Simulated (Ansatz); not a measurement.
Crystal: Nb.

```
Nb
1.0
     0.00000    2.11500    2.11500
     2.11500    0.00000    2.11500
     2.11500    2.11500    0.00000
Nb
1
Direct
  0.00000 0.00000 0.00000
```

This isn't the form of Nb at room conditions, which is bcc.

Program: Ansatz 0.2.0. Alike in all runs: no spin polarisation; cell as given; k mesh 11 × 11 × 11; basis error allowed 0.001 eV/atom.

**Question.** Order these runs on this cell by their pressure, lowest first.
A. level PBE; potentials or basis all-electron LAPW, scalar-relativistic; cutoff (eV) 200; smearing gaussian 0.05 eV
B. level PBEsol+D4; potentials or basis all-electron LAPW, scalar-relativistic; cutoff (eV) 200; smearing fermi-dirac 0.05 eV
C. level PBEsol; potentials or basis all-electron LAPW, non-relativistic; cutoff (eV) 201; smearing fermi-dirac 0.05 eV

**Answer.** B (-8.9 GPa), C (-6.4 GPa), A (-1.9 GPa).

Caveats: relativity is left out, which matters for the heavier elements (some runs); pairwise dispersion overbinds metals, which lowers pressure and volume (some runs).
